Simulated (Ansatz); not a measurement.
**Structure search for Zr₅N₂**

Level of theory: DFT PBE, scalar-relativistic, plane waves, PAW in Ansatz. Settings: cutoff 420 eV, Γ-centred meshes spaced at most about 0.3 Å⁻¹, and about 0.25 Å⁻¹ or finer for metals (2π included), Gaussian smearing. No spin polarisation.

Formation energies are uncorrected and refer to the elements' standard structures at the same level (N₂ as a molecule).

Temperature and zero-point effects are left out. The comparison covers the computed candidates alone. The k mesh leaves some 4 meV/atom of noise in the energy of each metallic cell.

Invented guesses were relaxed alike, and ends that match in structure were merged. ΔE counts from the first row. Coordination counts Zr atoms around N (those within 1.25 times the shortest such distance or 1.15 times the sum of covalent radii, 1.27 where that leaves under three). The ends were matched against large subsets of the Crystallography Open Database and the Materials Project, so a missing match doesn't prove that a structure is unreported.

```csv
#,reached from,type and space group,atoms,Å³/atom,coordination,ΔE (meV/atom),gap on mesh (eV),in databases
1,a cell proposed by chemical analogy,P6_3/mmc (No. 194),14,17.5,N 6,0,0.00,no match
2,a cell proposed by chemical analogy,P-3m1 (No. 164),7,17.5,N 6,0,0.00,no match
3,a cell proposed by chemical analogy,R-3m (No. 166),7,17.5,N 6,12,0.00,no match
4,a cell proposed by chemical analogy,P-3m1 (No. 164),7,17.1,N 6,27,0.00,no match
```

The first two are tied within the noise. The first: Space group P6_3/mmc (No. 194), hexagonal, a = 3.270 Å, c = 26.396 Å. Around Zr on a site of symmetry 3m lie 3 N at 2.27 Å and 12 Zr at 3.17–3.32 Å; Zr on a second site of symmetry 3m is surrounded by 3 N at 2.29 Å and 12 Zr at 3.17–3.28 Å; around Zr on a site of symmetry -6m2 lie 12 Zr at 3.27–3.28 Å; N has 6 Zr at 2.27–2.29 Å. Its energy over the elements is −1.00 eV/atom. A negative formation energy is needed for stability but isn't enough: competing phases decide. An observed structure of this formula, if there is one, may be missing.

```yaml
crystal:
  lattice:
    - [3.27032, 0.00000, 0.00000]
    - [-1.63516, 2.83218, 0.00000]
    - [0.00000, 0.00000, 26.39631]
  atoms:
    - { symbol: Zr, position: [0.33333, 0.66667, 0.44827] }
    - { symbol: Zr, position: [0.66667, 0.33333, 0.35162] }
    - { symbol: Zr, position: [0.33333, 0.66667, 0.25000] }
    - { symbol: Zr, position: [0.66667, 0.33333, 0.14838] }
    - { symbol: Zr, position: [0.33333, 0.66667, 0.05173] }
    - { symbol: Zr, position: [0.66667, 0.33333, 0.94827] }
    - { symbol: Zr, position: [0.33333, 0.66667, 0.85162] }
    - { symbol: Zr, position: [0.66667, 0.33333, 0.55173] }
    - { symbol: Zr, position: [0.33333, 0.66667, 0.64838] }
    - { symbol: Zr, position: [0.66667, 0.33333, 0.75000] }
    - { symbol: N, position: [0.00000, 0.00000, 0.40057] }
    - { symbol: N, position: [0.00000, 0.00000, 0.09943] }
    - { symbol: N, position: [0.00000, 0.00000, 0.90057] }
    - { symbol: N, position: [0.00000, 0.00000, 0.59943] }
```

The second: Space group P-3m1 (No. 164), trigonal, a = 3.273 Å, c = 13.207 Å. Around Zr on a site of symmetry 3m lie 3 N at 2.30 Å and 12 Zr at 3.15–3.28 Å; Zr on a second site of symmetry 3m is surrounded by 3 N at 2.25 Å and 12 Zr at 3.15–3.36 Å; Zr on a site of symmetry -3m is surrounded by 12 Zr at 3.27–3.28 Å; N is surrounded by 6 Zr at 2.25–2.30 Å. Counting Zr atoms around N, the first and the second both have N 6. Cells relaxed within their symmetry can be saddle points.
